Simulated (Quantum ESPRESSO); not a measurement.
# SiC (Moissanite 3C): zone-centre phonons, part 2 of 2

Aim: the zone-centre modes of SiC (Moissanite 3C).

Quantum ESPRESSO 7.5; DFT LDA, scalar-relativistic, plane waves, PseudoDojo norm-conserving pseudopotentials.

So far. Step 2 (A first look): A gap of 1.3 eV opens on this mesh, so the crystal is taken as an insulator; the start stands at -5.0 GPa. Step 4 (Self-consistent run for the response): The cell stands at -0.069 GPa, close enough for phonons. The relaxed cell has a = 4.326 Å (conventional setting).

**5. Zone-centre response**

At q = 0 one unit cell holds all displacements; symmetry groups them into irreducible representations that are solved one by one. The response to a field gives ε∞ and the Born charges, which polar modes need.

File ph.in:

```
phonons
&inputph
   prefix = 'x'
   outdir = './tmp'
   fildyn = 'g.dyn'
   tr2_ph = 1.0d-18
   epsil = .true.
/
0.000000000000 0.000000000000 0.000000000000
```

Run with:

```
OMP_NUM_THREADS=1 mpirun -n 4 ph.x -nk 4 -in ph.in > ph.out
```

Output:

```text
[banners, grids, parts of the stress and lines that vanish by symmetry left out]
[banner, memory and clock lines left out]
Program PHONON v.7.5

     ./tmp/x.save/

     IMPORTANT: XC functional enforced from input :
     Exchange-correlation= PW
                           (   1   4   0   0   0   0   0)
     Any further DFT definition will be discarded
     Please, verify this is what you really want

     G-vector sticks info

     Reading collected, re-writing distributed wavefunctions in ./tmp/

     Number and degeneracy of irreps per q-point
       N         xq(1)         xq(2)         xq(3)   N irreps
       1   0.000000000   0.000000000   0.000000000       2
        3   3

     Calculation of q =    0.0000000   0.0000000   0.0000000

     phonons

     bravais-lattice index     =            0
     lattice parameter (alat)  =       5.7800  a.u.
     unit-cell volume          =     136.5437 (a.u.)^3
     number of atoms/cell      =            2
     number of atomic types    =            2
     kinetic-energy cut-off    =      82.0000  Ry
     charge density cut-off    =     328.0000  Ry
     convergence threshold     =      1.0E-18
     beta                      =       0.7000
     number of iterations used =            4
     Exchange-correlation= PW
                           (   1   4   0   0   0   0   0)

     celldm(1)=    5.78001  celldm(2)=    0.00000  celldm(3)=    0.00000
     celldm(4)=    0.00000  celldm(5)=    0.00000  celldm(6)=    0.00000

     crystal axes: (cart. coord. in units of alat)
               a(1) = (  0.0000  0.7071  0.7071 )
               a(2) = (  0.7071  0.0000  0.7071 )
               a(3) = (  0.7071  0.7071  0.0000 )

     reciprocal axes: (cart. coord. in units 2 pi/alat)
               b(1) = ( -0.7071  0.7071  0.7071 )
               b(2) = (  0.7071 -0.7071  0.7071 )
               b(3) = (  0.7071  0.7071 -0.7071 )

     Atoms inside the unit cell:

     Cartesian axes

     site n.  atom      mass           positions (alat units)
        1  Si     28.0850   tau(    1) = (    0.00000    0.00000    0.00000  )
        2  C      12.0110   tau(    2) = (    0.35355    0.35355    0.35355  )

     Computing dynamical matrix for
                    q = (   0.0000000   0.0000000   0.0000000 )

     25 Sym.Ops. (with q -> -q+G )

     G cutoff =  277.5696  (  13731 G-vectors)     FFT grid: ( 36, 36, 36)
     number of k points=    47
                       cart. coord. in units 2pi/alat
        k(    1) = (   0.0000000   0.0000000   0.0000000), wk =   0.0020000
        k(    2) = (   0.0707107   0.0707107  -0.0707107), wk =   0.0160000
        k(    3) = (   0.1414214   0.1414214  -0.1414214), wk =   0.0160000
        [... further k-points left out ...]

     PseudoPot. # 1 for Si read from file:
     ./pseudo/Si.upf
     Pseudo is Norm-conserving + core correction, Zval =  4.0
     Using radial grid of 1510 points,  6 beta functions with:
                l(1) =   0
                l(2) =   0
                l(3) =   1
                l(4) =   1
                l(5) =   2
                l(6) =   2

     PseudoPot. # 2 for C  read from file:
     ./pseudo/C.upf
     Pseudo is Norm-conserving + core correction, Zval =  4.0
     Using radial grid of 1234 points,  4 beta functions with:
                l(1) =   0
                l(2) =   0
                l(3) =   1
                l(4) =   1

     Mode symmetry, T_d (-43m)  point group:

     Electric field:
     Dielectric constant
     Born effective charges as d Force / d E

     Atomic displacements:
     There are    2 irreducible representations

     Representation     1      3 modes -  To be done

     Representation     2      3 modes -  To be done

     Alpha used in Ewald sum =   2.8000

     Electric Fields Calculation

      iter #   1   av.it.:   6.8
      thresh= 1.000E-02 alpha_mix =  0.700 |ddv_scf|^2 =  7.694E-08

      iter #   2   av.it.:  11.5
      thresh= 2.774E-05 alpha_mix =  0.700 |ddv_scf|^2 =  7.612E-10

      iter #   3   av.it.:  11.7
      thresh= 2.759E-06 alpha_mix =  0.700 |ddv_scf|^2 =  4.053E-11

      iter #   4   av.it.:  11.9
      thresh= 6.367E-07 alpha_mix =  0.700 |ddv_scf|^2 =  2.784E-13

      iter #   5   av.it.:  11.2
      thresh= 5.276E-08 alpha_mix =  0.700 |ddv_scf|^2 =  3.813E-15

      iter #   6   av.it.:  11.0
      thresh= 6.175E-09 alpha_mix =  0.700 |ddv_scf|^2 =  5.977E-17

      iter #   7   av.it.:  11.6
      thresh= 7.731E-10 alpha_mix =  0.700 |ddv_scf|^2 =  1.760E-20

     End of electric fields calculation

          Dielectric constant in cartesian axis

          (       6.907789760      -0.000000000      -0.000000000 )
          (      -0.000000000       6.907789760      -0.000000000 )
          (      -0.000000000      -0.000000000       6.907789760 )

          Effective charges (d Force / dE) in cartesian axis without acoustic sum rule applied (asr)

           atom    1  Si    Mean Z*:        2.72025
      Ex  (        2.72025       -0.00000       -0.00000 )
      Ey  (       -0.00000        2.72025       -0.00000 )
      Ez  (        0.00000        0.00000        2.72025 )
           atom    2  C     Mean Z*:       -2.72762
      Ex  (       -2.72762       -0.00000       -0.00000 )
      Ey  (       -0.00000       -2.72762        0.00000 )
      Ez  (        0.00000       -0.00000       -2.72762 )

          Effective charges Sum: Mean:       -0.00737
             -0.00737       -0.00000        0.00000
             -0.00000       -0.00737       -0.00000
             -0.00000        0.00000       -0.00737

          Effective charges (d Force / dE) in cartesian axis with asr applied:
           atom    1  Si    Mean Z*:        2.72393
      E*x (        2.72393        0.00000       -0.00000 )
      E*y (        0.00000        2.72393       -0.00000 )
      E*z (       -0.00000        0.00000        2.72393 )
           atom    2  C     Mean Z*:       -2.72393
      E*x (       -2.72393       -0.00000        0.00000 )
      E*y (       -0.00000       -2.72393        0.00000 )
      E*z (        0.00000       -0.00000       -2.72393 )

     Representation #   1 modes #   1   2   3

     Self-consistent Calculation

      iter #   1   av.it.:   7.4
      thresh= 1.000E-02 alpha_mix =  0.700 |ddv_scf|^2 =  2.144E-07

      iter #   2   av.it.:  11.9
      thresh= 4.630E-05 alpha_mix =  0.700 |ddv_scf|^2 =  2.193E-09

      iter #   3   av.it.:  12.0
      thresh= 4.682E-06 alpha_mix =  0.700 |ddv_scf|^2 =  4.774E-11

      iter #   4   av.it.:  12.0
      thresh= 6.910E-07 alpha_mix =  0.700 |ddv_scf|^2 =  2.490E-13

      iter #   5   av.it.:  11.7
      thresh= 4.990E-08 alpha_mix =  0.700 |ddv_scf|^2 =  4.957E-15

      iter #   6   av.it.:  11.8
      thresh= 7.040E-09 alpha_mix =  0.700 |ddv_scf|^2 =  2.639E-17

      iter #   7   av.it.:  11.7
      thresh= 5.137E-10 alpha_mix =  0.700 |ddv_scf|^2 =  2.021E-19

     End of self-consistent calculation

     Convergence has been achieved

     Representation #   2 modes #   4   5   6

     Self-consistent Calculation

      iter #   1   av.it.:   5.9
      thresh= 1.000E-02 alpha_mix =  0.700 |ddv_scf|^2 =  6.229E-09

      iter #   2   av.it.:  11.8
      thresh= 7.893E-06 alpha_mix =  0.700 |ddv_scf|^2 =  2.874E-10

      iter #   3   av.it.:  11.6
      thresh= 1.695E-06 alpha_mix =  0.700 |ddv_scf|^2 =  1.031E-11

      iter #   4   av.it.:  11.9
      thresh= 3.211E-07 alpha_mix =  0.700 |ddv_scf|^2 =  6.701E-14

      iter #   5   av.it.:  11.9
      thresh= 2.589E-08 alpha_mix =  0.700 |ddv_scf|^2 =  1.742E-15

      iter #   6   av.it.:  12.2
      thresh= 4.173E-09 alpha_mix =  0.700 |ddv_scf|^2 =  5.139E-18

      iter #   7   av.it.:  11.7
      thresh= 2.267E-10 alpha_mix =  0.700 |ddv_scf|^2 =  1.603E-19

     End of self-consistent calculation

     Convergence has been achieved

     Number of q in the star =    1
     List of q in the star:
          1   0.000000000   0.000000000   0.000000000

          Dielectric constant in cartesian axis

          (       6.907789760      -0.000000000      -0.000000000 )
          (      -0.000000000       6.907789760      -0.000000000 )
          (      -0.000000000      -0.000000000       6.907789760 )

          Effective charges (d Force / dE) in cartesian axis without acoustic sum rule applied (asr)

           atom    1  Si    Mean Z*:        2.72025
      Ex  (        2.72025       -0.00000       -0.00000 )
      Ey  (       -0.00000        2.72025       -0.00000 )
      Ez  (        0.00000        0.00000        2.72025 )
           atom    2  C     Mean Z*:       -2.72762
      Ex  (       -2.72762       -0.00000       -0.00000 )
      Ey  (       -0.00000       -2.72762        0.00000 )
      Ez  (        0.00000       -0.00000       -2.72762 )

          Effective charges Sum: Mean:       -0.00737
             -0.00737       -0.00000        0.00000
             -0.00000       -0.00737       -0.00000
             -0.00000        0.00000       -0.00737

          Effective charges (d Force / dE) in cartesian axis with asr applied:
           atom    1  Si    Mean Z*:        2.72393
      E*x (        2.72393        0.00000       -0.00000 )
      E*y (        0.00000        2.72393       -0.00000 )
      E*z (       -0.00000        0.00000        2.72393 )
           atom    2  C     Mean Z*:       -2.72393
      E*x (       -2.72393       -0.00000        0.00000 )
      E*y (       -0.00000       -2.72393        0.00000 )
      E*z (        0.00000       -0.00000       -2.72393 )

     Diagonalizing the dynamical matrix

     q = (    0.000000000   0.000000000   0.000000000 )

 **************************************************************************
     freq (    1) =       0.020916 [THz] =       0.697667 [cm-1]
     freq (    2) =       0.020916 [THz] =       0.697667 [cm-1]
     freq (    3) =       0.020916 [THz] =       0.697667 [cm-1]
     freq (    4) =      23.927062 [THz] =     798.120885 [cm-1]
     freq (    5) =      23.927062 [THz] =     798.120885 [cm-1]
     freq (    6) =      23.927062 [THz] =     798.120885 [cm-1]
 **************************************************************************

     Mode symmetry, T_d (-43m)  point group:

     freq (   1-   3) =          0.7  [cm-1]   --> T_2  G_15 P_4   I+R
     freq (   4-   6) =        798.1  [cm-1]   --> T_2  G_15 P_4   I+R
```

It took 89 s on 4 MPI ranks of Intel Xeon at 2.50GHz (Skylake/Cascade Lake), shared host.

Read from the output:

* miss of the charge sum rule: 0.007370 e
* largest acoustic frequency at the zone centre before the sum rule: 0.7 cm⁻¹
* highest optical zone-centre mode (no LO-TO term): 798.1 cm⁻¹
* lowest optical zone-centre mode: 798.1 cm⁻¹
* mean high-frequency dielectric constant: 6.908
* largest Born charge in size (third of the trace): 2.728 e

Born charge (rows field, columns displacement), before the sum rule (e), principal values of the symmetric part by kind of site:

```tsv
atom	atoms with these values	low	middle	high	mean
Si1	1	2.72	2.72	2.72	2.72
C2	1	-2.73	-2.73	-2.73	-2.73
```

In full for Si1:

```
2.72 0.00 0.00
0.00 2.72 0.00
0.00 0.00 2.72
```

High-frequency dielectric tensor:

```
6.91 0.00 0.00
0.00 6.91 0.00
0.00 0.00 6.91
```

The acoustic modes at Γ come out as far as 0.7 cm⁻¹ from zero, where they should vanish, a small numerical error; the Born charges miss their sum rule by 0.0074 e, which is good.

**6. Modes with the sum rule**

A rigid shift of the crystal must cost nothing, but grids and finite bases break this; the acoustic sum rule is imposed before the matrix is diagonalised again. With Born charges the intensities follow, and the static dielectric tensor.

File dynmat.in:

```
&input
   fildyn = 'g.dyn'
   asr = 'simple'
   fileig = 'dynmat.eig'
   lperm = .true.
/
```

Run with:

```
dynmat.x -in dynmat.in > dynmat.out
```

Output:

```text
[banner, memory and clock lines left out]
Program DYNMAT v.7.5

     Reading Dynamical Matrix from file g.dyn
     ...Force constants read
     ...epsilon and Z* read
     A direction for q was not specified:TO-LO splitting will be absent

     Polarizability (A^3 units)
     multiply by 0.336784 for Clausius-Mossotti correction
         9.512402   -0.000000   -0.000000
        -0.000000    9.512402   -0.000000
        -0.000000   -0.000000    9.512402

     IR activities are in (D/A)^2/amu units

# mode   [cm-1]    [THz]      IR
    1     -0.00   -0.0000    0.0000
    2      0.00    0.0000    0.0000
    3      0.00    0.0000    0.0000
    4    798.12   23.9270   20.3474
    5    798.12   23.9270   20.3474
    6    798.12   23.9270   20.3474

Electronic dielectric permittivity tensor (relative, adimensional)
         6.907790   -0.000000   -0.000000
        -0.000000    6.907790   -0.000000
        -0.000000   -0.000000    6.907790

 ... with zone-center polar mode contributions
        10.274851    0.000000    0.000000
         0.000000   10.274851    0.000000
         0.000000    0.000000   10.274851
```

Elapsed: 0.81 s, on 1 thread.

Numbers from this step:

| Item | Value |
| --- | --- |
| mean static dielectric constant | 10.27 |

Unit eigenvectors of the mass-weighted matrix after the sum rule; no LO-TO term. Modes at Γ, with each element's share of the kinetic energy:

```tsv
mode	frequency (cm⁻¹)	symmetry	Si %	C %
1	0.0	acoustic	70	30
2	0.0	acoustic	70	30
3	0.0	acoustic	70	30
4	798.1	T2	30	70
5	798.1	T2	30	70
6	798.1	T2	30	70
```

Displacements in mode 6 (798.1 cm⁻¹), the largest set to 1:
```
Si1  0.00  0.00 -0.43
C2   0.00  0.00  1.00
```

Degenerate modes summed, no LO-TO term. Lines of the infrared spectrum (strongest = 100):

```tsv
position (cm⁻¹)	lines merged	label	IR intensity, relative
798	3	T2	100
```

Static dielectric tensor (ions relaxed, fixed cell):

```
10.27  0.00  0.00
 0.00 10.27  0.00
 0.00  0.00 10.27
```

The rule moves no optical mode by more than 0.1 cm⁻¹.

**7. The LO-TO splitting (1 0 0)**

A longitudinal polar mode sets up a macroscopic field that stiffens it; the term hangs on the direction from which q goes to zero.

File dynmat.in:

```
&input
   fildyn = 'g.dyn'
   asr = 'simple'
   fileig = 'dynmat.eig'
   q(1) = 1.0
   q(2) = 0.0
   q(3) = 0.0
/
```

Run with:

```
dynmat.x -in dynmat.in > dynmat.out
```

Output:

```text
[banner, memory and clock lines left out]
Program DYNMAT v.7.5

     Reading Dynamical Matrix from file g.dyn
     ...Force constants read
     ...epsilon and Z* read

     Polarizability (A^3 units)
     multiply by 0.336784 for Clausius-Mossotti correction
         9.512402   -0.000000   -0.000000
        -0.000000    9.512402   -0.000000
        -0.000000   -0.000000    9.512402

     IR activities are in (D/A)^2/amu units

# mode   [cm-1]    [THz]      IR
    1     -0.00   -0.0000    0.0000
    2      0.00    0.0000    0.0000
    3      0.00    0.0000    0.0000
    4    798.12   23.9270   20.3474
    5    798.12   23.9270   20.3474
    6    973.39   29.1815   20.3474
```

It took 0.79 s on 1 thread.

Numbers from this step:

| Quantity | Value |
| --- | --- |
| highest mode moved by the LO-TO term | 973.4 cm⁻¹ |

Zone-centre frequencies as printed; negative means imaginary. Modes:

```tsv
mode	frequency (cm⁻¹)
1	0
2	0
3	0
4	798.1
5	798.1
6	973.4
```

The field moves one mode, from 798 to 973 cm⁻¹; the others stay.

**8. Summary of results**

```json
{"space group after relaxation": "F-43m", "volume per atom": "10.1 Å³", "gap on the k-mesh": "1.31 eV", "highest optical zone-centre mode (no LO-TO term)": "798.1 cm⁻¹", "highest mode moved by the LO-TO term": "973.4 cm⁻¹", "mean high-frequency dielectric constant": "6.91", "largest Born charge in size (third of the trace)": "2.73 e", "mean static dielectric constant": "10.3", "imaginary optical modes at the zone centre (no q mesh in this session)": "none"}
```

What this shows: At the LDA level the optical modes of SiC (Moissanite 3C) at the zone centre (no LO-TO term) lie at 798 cm⁻¹. Along the directions run, the highest mode that the macroscopic field moves lies at 973 cm⁻¹. Lattice motion raises the mean dielectric constant from 6.908 to 10.27. The Lyddane-Sachs-Teller relation holds: (ωLO/ωTO)² is 1.49 and ε₀/ε∞ is 1.49. Left out of this account: PBE with PseudoDojo NC, since it is gradient-corrected and no frozen-mode check or second program bears its response out; PBEsol with PseudoDojo NC, since it is gradient-corrected and no frozen-mode check or second program bears its response out. What is said of the levels holds for those shown. These are harmonic frequencies at zero temperature: anharmonic shifts and linewidths and thermal expansion are left out.

Comparison with the measured values:

```
                                    quantity  measured  LDA PseudoDojo norm-conserving, Quantum ESPRESSO
                      lattice constant a (Å)     4.357                                    4.326 (-0.7 %)
                     ε∞ (mean of the tensor)      6.49                                     6.91 (+6.4 %)
Raman mode, TO at Gamma (degenerate … (cm⁻¹)       796                                      798 (+0.3 %)
           infrared mode, TO at Gamma (cm⁻¹)     797.5                                      798 (+0.1 %)
```

Measured values from arxiv:1210.3244 (2012), arxiv:astro-ph/9903031 (1999), arxiv:cond-mat/0701342 (2007) and arxiv:0803.1210 (2008).

How well it matches: The lattice constant a is off by -0.7 %: fair agreement. The ε∞ is off by +6.4 %: good agreement. The Raman mode is off by +0.3 %: good agreement. The infrared mode is off by +0.1 %: good agreement. The grades are ours: good and fair within 0.7 and 1.5 % for the lattice constant a, 7 and 18 % for the ε∞, 3 and 7 % for the Raman mode and 3 and 7 % for the infrared mode. Zero-point motion and thermal expansion (measured at up to 300 K) are not in the computed lattice constants, Raman mode and infrared mode.

[Host names and launcher messages were left out of these logs when they were recorded.]

[Logs are printed without paths, hosts, clocks, repeated set-up lines and the standing remarks that a program may print on its own settings, such as how far it seeks lower states.]

[Hosts, paths, dates, database ids (printed as entryN), source tags and the programs' standing remarks are cut or masked in the printed files.]
